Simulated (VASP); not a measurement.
Se: single point with PBE

The system is Se.

```
Se
1.0
     5.79363    0.00000    0.00000
     0.00000    5.79363    0.00000
     0.00000    0.00000    5.03367
Se
6
Direct
  0.00000 0.00000 0.75000
  0.00000 0.00000 0.25000
  0.19479 0.50000 0.00000
  0.50000 0.19479 0.50000
  0.50000 0.80521 0.50000
  0.80521 0.50000 0.00000
```

The cell was built by a generator and needn't be a form met in nature.

The cell isn't the ideal one: random cell with space group P4_2/mmc (No. 131).

```yaml
Program: VASP 6.6.1
Task: single point
Functional: PBE
Potentials_or_basis: VASP PAW PBE potentials, release 64 (Se)
Cutoff: 520 eV
k_mesh: 6 × 6 × 8
Occupations: gaussian, width 0.1 eV
Spin: no spin polarisation
```

```
Pressure               : 0.1 GPa
Largest force          : 0.038 eV/Å
Band gap on the k mesh : none (metal or under the smearing width)
```

Forces on the atoms (eV/Å):
```
Se   0.000  0.000  0.000
Se   0.000  0.000  0.000
Se   0.038  0.000  0.000
Se   0.000  0.038  0.000
Se   0.000 -0.038  0.000
Se  -0.038  0.000  0.000
```

Stress tensor (GPa, compression positive):
```
0.08 0.00 0.00
0.00 0.08 0.00
0.00 0.00 0.00
```

Levels at points of the mesh, in eV from the Fermi level:
| k point | band 16 | band 17 | band 18 | band 19 | band 20 | band 21 |
| --- | --- | --- | --- | --- | --- | --- |
| (0.00, 0.00, 0.00) | -0.96 | -0.61 | -0.61 | 0.54 | 0.54 | 0.59 |
| (0.50, 0.00, 0.00) | -0.74 | -0.32 | -0.31 | -0.09 | 0.30 | 0.66 |
| (0.50, 0.50, 0.00) | -1.82 | -0.01 | -0.01 | 0.74 | 0.74 | 0.74 |
| (0.00, 0.00, 0.50) | -0.65 | -0.64 | -0.64 | -0.37 | -0.37 | 0.71 |
| (0.50, 0.00, 0.50) | -1.09 | -0.73 | -0.40 | 0.12 | 0.64 | 0.70 |
| (0.50, 0.50, 0.50) | -1.05 | -0.91 | -0.91 | -0.60 | -0.60 | 0.31 |

It took 5.5 min on 1 thread of Intel(R) Xeon(R) Platinum 8375C CPU @ 2.90GHz (Ice Lake) (shared host), peak memory 0.37 GiB.
